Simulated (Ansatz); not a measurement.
# Lattice dynamics of RbBr (Fm-3m), part 2 of 3

Aim: the vibrations of RbBr (Fm-3m), their spectra, and whether the structure is stable.

Ansatz 0.2.0; DFT LDA, scalar-relativistic, plane waves, norm-conserving pseudopotentials.

So far. Step 3 (Tight relaxation): The forces vanish by symmetry and the pressure is -0.001 GPa, within the tolerances set. The cell now holds 37.05 Å³/atom. The relaxed cell has a = 6.668 Å (conventional setting).

The database entry behind the starting cell differs from later determinations by our own check (about 0.5 % short), so it need not match the best structure at ambient conditions.

**4. Zone-centre response**

The zone centre comes first: it holds the modes that light can see, as far as symmetry allows. The response to a homogeneous field gives the Born charges and the dielectric tensor, and its change with displacement the Raman tensors.

input.yaml

```yaml
crystal:
  lattice:
    - [0.0, 3.3338613982, 3.3338613982]
    - [3.3338613982, 0.0, 3.3338613982]
    - [3.3338613982, 3.3338613982, 0.0]
  atoms:
    - { symbol: Rb, position: [0.0, 0.0, 0.0] }
    - { symbol: Br, position: [0.5, 0.5, 0.5] }
kpoints:
  mp_grid: { grid: [8, 8, 8] }
hamiltonian:
  xc: lda
  pseudopotentials: { kind: nc }
scf:
  occupations: { method: fixed }
output:
  eigenvalues: true
phonons:
  method: dfpt
  dielectric: true
  rigid_motions: translations
  raman: true
```

The run is started by

```sh
ansatz run input.yaml --threads 4 --pin off --max-ram 10240MiB --backend cpu --events-out ev --progress --plain --runs-dir out
```

Output:

```text
[...]
Crystal: 2 atoms, lattice volume = 74.109 Å³
Basis set: ecut = 598.650497 eV, 2445 PW (Γ), exchange–correlation on 80×80×80 points (8 copies of the dense FFT grid, shifted against one another)
Bands: 12, of which v1, the nominal top of the filled ones, is band 8 counted from 1 (7 counted from 0)
Symmetry: 48 space group operations
k-points: 59 of 512 (irreducible under 8 space group operations, time reversal used)
[...]
SCF iter   1: F=—  HF=-1171.225694 eV  |F-HF|=—  |Δ(HF+E_count)|=         —  Δρ=3.01e-2  dr2=1.30e0  ethr=3.10e-3  ⟨swp⟩=5.1  Hψ=4176  notcnv=0  defer=34
[...]
SCF iter   8: F=-1170.640232 eV  HF=-1170.640232 eV  |F-HF|=5.68e-12  |Δ(HF+E_count)|=  2.48e-10  Δρ=1.83e-7  dr2=1.15e-11  ethr=1.00e-12  ⟨swp⟩=10.5  Hψ=6388  notcnv=0
SCF 1 converged in 8 iterations: F = -1170.640232 eV  dr2 = 1.15e-11
DFPT response loops at Γ: preconditioner auto → none (the input reference at scf.mixing.eps_inf says where Resta's filter doesn't serve); β = 0.50; Broyden in place of MSR1
── the response to a field inside a basis, on 8×8×8 k-points: an SCF that follows is theirs, and a resumed run solves both again ──
Bands: 9, of which v1, the nominal top of the filled ones, is band 8 counted from 1 (7 counted from 0)
k-points: 60 of 512 (irreducible under 12 space group operations)
[...]
Eigensolver: Dense (60 Hₖ)
SCF iter   1: F=—  HF=-1170.639630 eV  |F-HF|=—  |Δ(HF+E_count)|=         —  Δρ=5.04e-5  dr2=2.96e-7  ethr=1.00e-1
[...]
SCF iter   4: F=-1170.639630 eV  HF=-1170.639630 eV  |F-HF|=1.80e-11  |Δ(HF+E_count)|=  8.71e-10  Δρ=2.09e-7  dr2=1.45e-11  ethr=4.24e-11
SCF 1 converged in 4 iterations: F = -1170.639630 eV  dr2 = 1.45e-11
[...]
SCF converged after 8 iterations
Free energy (F): -1170.640232 eV
[...]
Internal energy: -1170.640232 eV  (E = F + TS)
E sigma→0 (E₀):  -1170.640232 eV
Fermi energy:    1.569986 eV
[...]
--- Band table (eV; the first three rows and the last of 59) ---
  k-point 0: bands = [... 4 lower, -6.7082, 1.5700, 1.5700, 1.5700, 5.7278, 8.6195, 8.6195, 8.6195]
  k-point 1: bands = [... 4 lower, -6.6983, 1.3337, 1.4965, 1.4965, 6.1603, 8.5104, 8.8235, 8.8235]
  k-point 2: bands = [... 4 lower, -6.6743, 0.8710, 1.3292, 1.3292, 7.1291, 8.4997, 9.4111, 9.4111]
  k-point 58: bands = [... 4 lower, -6.6802, 0.9558, 1.1859, 1.1859, 8.4318, 8.4318, 9.8855, 10.2818]
--- Phonons (Γ-DFPT): 2 representative perturbations + reference, on 59 of 512 k-points (Σ response iterations 6) ---
  k mesh reduced under 8 symmetry operations, with k and −k counted as one. Each operation leaves every solved perturbation unchanged. A smaller set is not considered because the run solves the response to a homogeneous field
  ASR residual: 2.165e-4 → 0.000e0 eV/Å²; symmetrization residual: 2.001e-6 eV/Å²
  ASR residual per site (eV/Å²): 1.03e-5 2.16e-4
  Γ frequencies (cm⁻¹): 0.00 0.00 0.00 99.43 99.43 99.43
  ε∞ (high-frequency dielectric tensor):
        2.730632    -0.000000    -0.000000
        0.000000     2.730632    -0.000000
        0.000000     0.000000     2.730632
  ε⁰ (static dielectric tensor: ions relaxed, cell fixed):
        4.850835    -0.000000    -0.000000
        0.000000     4.850835     0.000000
        0.000000     0.000000     4.850835
  ε⁰ − ε∞ (ionic part):
        2.120203    -0.000000    -0.000000
       -0.000000     2.120203     0.000000
       -0.000000     0.000000     2.120203
  softest optical mode at Γ: 99.43 cm⁻¹; the repairs (sum rule, projections) moved no ω² at Γ by more than (0.88 cm⁻¹)²
  Born effective charges Z* (e; rows j = field, columns β = displacement):
    site 0:
         1.14182   -0.00000    0.00000
        -0.00000    1.14182   -0.00000
        -0.00000   -0.00000    1.14182
    site 1:
        -1.14182    0.00000    0.00000
         0.00000   -1.14182    0.00000
         0.00000    0.00000   -1.14182
  Z* charge neutrality: 3.975e-5 e pre-enforcement
  k-mesh period / interband length: 37.7 Å / 1.52 Å = 24.89 at k = (0.0000, 0.0000, 0.0000), direct gap 4.158 eV — 14 or more, which is no proof of convergence
  Raman tensors (in the event stream and the table raman_tensors.tsv): an entry may err by 2.1e-3 Å², one of the second-order susceptibility by 2.4e-20 pm/V (basis, points and sum rule); their sum over the sites missed zero by 7.482e-21 Å² ahead of its enforcement
  optical modes at Γ without the LO–TO term, one row a degenerate level:
      ω (cm⁻¹)  modes    IR ((D/Å)²/amu)  static Raman (Å⁴/amu)  depolarisation
         99.43      3             2.1851                 0.0000               —
  optical modes at Γ + LO–TO along q̂ = [1.0000, 0.0000, 0.0000]:
      ω (cm⁻¹)  modes    IR ((D/Å)²/amu)  static Raman (Å⁴/amu)  depolarisation
         99.43      2             1.4567                 0.0000               —
        132.53      1             0.7284                 0.0000               —
  optical modes at Γ + LO–TO along q̂ = [0.0000, 1.0000, 0.0000]:
      ω (cm⁻¹)  modes    IR ((D/Å)²/amu)  static Raman (Å⁴/amu)  depolarisation
         99.43      2             1.4567                 0.0000               —
        132.53      1             0.7284                 0.0000               —
  optical modes at Γ + LO–TO along q̂ = [0.0000, 0.0000, 1.0000]:
      ω (cm⁻¹)  modes    IR ((D/Å)²/amu)  static Raman (Å⁴/amu)  depolarisation
         99.43      2             1.4567                 0.0000               —
        132.53      1             0.7284                 0.0000               —
```

Wall time 46 s (4 threads of Arm Neoverse V2, shared host); peak memory 0.9 GiB.

The column dr2 measures how far the density is from self-consistency, as an energy; F and HF (Harris–Foulkes) agree once it is small.

This step gave:

| Property | Result |
| --- | --- |
| sum-rule residual before enforcement | 2.16e-4 eV/Å² |
| miss of the charge sum rule | 3.98e-5 e |
| point group | m-3m |
| highest optical mode at the zone centre (no LO-TO term) | 99.43 cm⁻¹ |
| lowest optical zone-centre mode | 99.43 cm⁻¹ |
| mean high-frequency dielectric constant | 2.731 |
| largest Born charge (third of the trace) | 1.142 e |
| mean static dielectric constant | 4.851 |
| top of the zone-centre spectrum with the field | 132.5 cm⁻¹ |

Without the LO-TO term. Patterns of degenerate modes are one choice out of their space. Modes at Γ, with each element's share of the kinetic energy:

```csv
mode,frequency (cm⁻¹),symmetry,Rb %,Br %
1,0.0,acoustic,52,48
2,0.0,acoustic,52,48
3,0.0,acoustic,52,48
4,99.4,T1u,48,52
5,99.4,T1u,48,52
6,99.4,T1u,48,52
```

Displacements in mode 6 (99.4 cm⁻¹), the largest set to 1:
```
Rb1  0.00 -0.24 -0.93
Br2  0.00  0.25  1.00
```

Optical modes at the zone centre, without and with the macroscopic field of the longitudinal modes; each column is sorted by frequency, so a row need not hold one and the same mode. Modes with and without the field, by row:

```csv
rank among optical modes,no field (cm⁻¹),"q along (1, 0, 0) (cm⁻¹)"
1,99.4,99.4
2,99.4,99.4
3,99.4,132.5
```

Born charge (rows field, columns displacement) (e), principal values of the symmetric part by kind of site:

```csv
atom,atoms with these values,low,middle,high,mean
Rb1,1,1.14,1.14,1.14,1.14
Br2,1,-1.14,-1.14,-1.14,-1.14
```

In full for Br2:

```
-1.14  0.00  0.00
 0.00 -1.14  0.00
 0.00  0.00 -1.14
```

High-frequency dielectric tensor:

```
2.73 0.00 0.00
0.00 2.73 0.00
0.00 0.00 2.73
```

Static dielectric tensor (ions relaxed, fixed cell):

```
4.85 0.00 0.00
0.00 4.85 0.00
0.00 0.00 4.85
```

Transverse modes. Lines of the infrared spectrum (strongest = 100):

```csv
position (cm⁻¹),label,relative intensity
99,T1u,100
```

Before it was imposed, the acoustic sum rule was missed by 2.2e-4 eV/Å² and the charge sum rule by 4.0e-5 e. Small misses are needed for a sound result but don't prove that mesh and cutoff are converged. The lowest optical mode is real, 99.4 cm⁻¹.

**5. Response at finite wavevector**

Stability and thermal properties need the whole zone. Linear response on a 4×4×4 q mesh gives force constants as far as a supercell of that size would, and the tensors from the zone-centre run are typed in so that the long-range dipole term is interpolated apart.

input.yaml, the sections that differ from step 4:

```yaml
phonons:
  method: dfpt
  qmesh: [4, 4, 4]
  temperatures: { t_max: 1000, t_step: 50 }
  qpath:
    path:
      - [[0.0, 0.0, 0.0], [0.5, 0.0, 0.5], [0.625, 0.25, 0.625]]
      - [[0.375, 0.375, 0.75], [0.0, 0.0, 0.0], [0.5, 0.5, 0.5], [0.5, 0.25, 0.75], [0.5, 0.0, 0.5]]
    npoints: 10
  non_analytic_term:
    high_frequency_dielectric_tensor: [[2.7306, 0.0, 0.0], [0.0, 2.7306, 0.0], [0.0, 0.0, 2.7306]]
    born_effective_charges:
      - { species: Rb, tensor: [[1.1418, 0.0, 0.0], [0.0, 1.1418, 0.0], [0.0, 0.0, 1.1418]] }
      - { species: Br, tensor: [[-1.1418, 0.0, 0.0], [0.0, -1.1418, 0.0], [0.0, 0.0, -1.1418]] }
    source: "zone-centre run at this cell"
# crystal, kpoints, hamiltonian, scf, output: as in step 4
```

Output:

```text
[...]
Crystal: 2 atoms, lattice volume = 74.109 Å³
Basis set: ecut = 598.650497 eV, 2445 PW (Γ), exchange–correlation on 80×80×80 points (8 copies of the dense FFT grid, shifted against one another)
Bands: 12, of which v1, the nominal top of the filled ones, is band 8 counted from 1 (7 counted from 0)
Symmetry: 48 space group operations
k-points: 29 of 512
[...]
SCF iter   1: F=—  HF=-1171.225552 eV  |F-HF|=—  |Δ(HF+E_count)|=         —  Δρ=3.01e-2  dr2=1.30e0  ethr=3.10e-3  ⟨swp⟩=5.1  Hψ=2052  notcnv=0  defer=14
[...]
SCF iter   9: F=-1170.640232 eV  HF=-1170.640232 eV  |F-HF|=2.27e-13  |Δ(HF+E_count)|=  1.59e-12  Δρ=1.24e-8  dr2=6.68e-14  ethr=1.00e-12  ⟨swp⟩=10.3  Hψ=2607  notcnv=0
SCF 1 converged in 9 iterations: F = -1170.640232 eV  dr2 = 6.68e-14
NSCF: frozen V_eff on 29 k-points
[...]
DFPT response loops at q = (0, 0, 0) (fractional): preconditioner auto → none (the input reference at scf.mixing.eps_inf says where Resta's filter doesn't serve); β = 0.50; Broyden in place of MSR1
[...]
SCF converged after 9 iterations
Free energy (F): -1170.640232 eV
[...]
Internal energy: -1170.640232 eV  (E = F + TS)
E sigma→0 (E₀):  -1170.640232 eV
Fermi energy:    1.569984 eV
[...]
--- Band table (eV; the first three rows and the last of 29) ---
  k-point 0: bands = [... 4 lower, -6.7082, 1.5700, 1.5700, 1.5700, 5.7278, 8.6195, 8.6195, 8.6195]
  k-point 1: bands = [... 4 lower, -6.6983, 1.3337, 1.4965, 1.4965, 6.1603, 8.5104, 8.8235, 8.8235]
  k-point 2: bands = [... 4 lower, -6.6743, 0.8710, 1.3292, 1.3292, 7.1291, 8.4997, 9.4111, 9.4111]
  k-point 28: bands = [... 4 lower, -6.6802, 0.9558, 1.1859, 1.1859, 8.4318, 8.4318, 9.8855, 10.2818]
--- Phonons (Γ-DFPT): 2 representative perturbations + reference (Σ response iterations 5) ---
  ASR residual: 5.350e-5 → 0.000e0 eV/Å²; symmetrization residual: 3.124e-7 eV/Å²
  ASR residual per site (eV/Å²): 5.35e-5 2.44e-5
  Γ frequencies (cm⁻¹): 0.00 0.00 0.00 99.43 99.43 99.43
--- Phonons (arbitrary-q DFPT): 8 irreducible q on the 4×4×4 mesh ---
  q = [0.0000, 0.0000, 0.0000] (star 1, of the zone-centre solve; hermiticity 4.16e-7, symmetrization 3.05e-14): -0.00 0.00 0.00 99.43 99.43 99.43
  q = [0.0000, 0.0000, 0.2500] (star 8, 2 solved perturbations on 288 of 512 k-point pairs; hermiticity 2.78e-6, symmetrization 1.69e-13, the responses' own estimated error 2.4e-4 eV/Å²): 41.87 41.87 53.04 93.53 93.53 123.91
[...]
q = [0.0000, 0.2500, 0.2500] (star 6, 4 solved perturbations in 528 linear systems a pass and spin channel, the states on 164 of 512 k-point pairs; hermiticity 3.93e-6, symmetrization 8.88e-14, the responses' own estimated error 2.5e-4 eV/Å²): 22.03 22.03 76.99 100.83 100.83 102.60
[...]
sum rule: each row above includes the acoustic sum rule's correction from the zone centre's row sums; it moved no ω² by more than (0.41 cm⁻¹)²
  mesh force constants: q→R imaginary residual 5.43e-18; ASR residual 5.350e-5 → 0.000e0 eV/Å²; symmetrization residual 5.551e-16 eV/Å²
  interpolated dispersion: 63 rows × 6 modes
  density of states and harmonic sums: on the 16×16×16 q-mesh, interpolated from the force constants of a 4×4×4 supercell (with the dipole–dipole term of supplied tensors)
  largest difference from the sums on the solved wave vectors: F 1.46e-2 eV, S 1.86e-5 and C_V 3.97e-6 eV/K
  zero-point energy: 0.028430 eV/cell   skipped modes (ω ≤ 0): 3   left out of the sums: 1.22e-4 of the cell's modes: C_V's classical limit lies that fraction below 3 k_B per atom; for a crystal, a wire or a layer, F and S can be off by more, and a phonons.interpolated_qmesh denser along its periods is the remedy for the sampling
```

Run time: 73 s. Hardware: 4 threads; peak memory 1.6 GiB; 4.8 min of CPU time.

This step gave:

- sum-rule residual before enforcement: 5.35e-5 eV/Å²
- lowest frequency on the path: 0 cm⁻¹
- highest frequency on the path or at a solved wavevector: 132.5 cm⁻¹
- mean frequency: 76.4 cm⁻¹
- Debye temperature (second moment): 150 K
- logarithmic mean frequency: 71 cm⁻¹
- lowest mode on the q mesh (acoustic modes at Γ apart): 22.03 cm⁻¹
- zero-point energy per atom: 14.22 meV
- heat capacity at 300 K: 24.63 J/(mol atoms K)
- vibrational entropy at 300 K: 51.96 J/(mol atoms K)

Frequencies (cm⁻¹) solved at each irreducible wavevector; negative means imaginary. Frequencies by wavevector, by row:

```csv
q in reciprocal lattice units,star,mode 1,mode 2,mode 3,mode 4,mode 5,mode 6
0 0 0,1,0,0,0,99.4,99.4,99.4
0 0 0.25,8,41.9,41.9,53,93.5,93.5,123.9
0 0 -0.5,4,72,72,76.9,76.9,93.1,100.7
0 0.25 0.25,6,22,22,77,100.8,100.8,102.6
0 0.25 -0.5,24,47.4,58.1,65.8,94.7,97.9,102.7
0 0.25 -0.25,12,36.9,71.8,76.8,83,99.5,102.3
0 -0.5 -0.5,3,30,30,56.7,102,102,105
0.25 -0.5 -0.25,6,46.2,46.2,79.5,81.2,103.6,103.6
```

Interpolated from a 4×4×4 q mesh, with the LO-TO term (at Γ the limit along the path; where Γ stands inside the path, tables give the limit on arrival). Phonon branches along the path, in cm⁻¹:

```csv
point,branch 1,branch 2,branch 3,branch 4,branch 5,branch 6
Γ,0,0,0,99,99,132
halfway,22,22,77,101,101,103
X,30,30,57,102,102,105
halfway,36,40,55,100,102,105
U,48,52,61,95,100,104
jump to K,48,52,61,95,100,104
halfway,28,58,67,85,102,114
Γ,0,0,0,99,99,132
halfway,42,42,53,94,94,124
L,72,72,77,77,93,101
halfway,57,58,82,82,98,101
W,46,46,80,81,104,104
halfway,36,51,54,97,103,104
X,30,30,57,102,102,105
```

The phonon branches as a text plot (rows in cm⁻¹):

```
    130 |***                        ********
    124 |   *                     **        *
    119 |                        *           *
    113 |    **                 *             **
    108 |            *         *
    102 |*******************************        *****************
     97 |        *      **** **   ****  ****        ***      **
     91 |       *          **    *          **   ***        *
     86 |       *           *** *             ***          *
     80 |        *           ***               ** *********
     75 |      *           *   *              *  *         *
     69 |         **         ****               * **
     63 |    **           * *                * *    **      *
     58 |           **** * *    **            *       *      * **
     52 |   *           ***                 *          **   ***
     47 |               ****     *           *           ***  *
     41 |              **   *     **       **              **
     36 |  *           *     ***  **       *                 ***
     30 |         *****         *   *     *                    **
     25 |       **               *  *     *
     19 | *  ***                  **     *
     14 |   *                       **
      8 |  *                         *  *
      3 |**                           **
         Γ           X  U|K            Γ         L        W     X
```

(Continued in part 3 of 3.)

[Logs are printed without paths, hosts, clocks, repeated set-up lines and the standing remarks that a program may print on its own settings, such as how far it seeks lower states.]

[Hosts, paths, dates, database ids (printed as entryN), source tags and the programs' standing remarks are cut or masked in the printed files.]
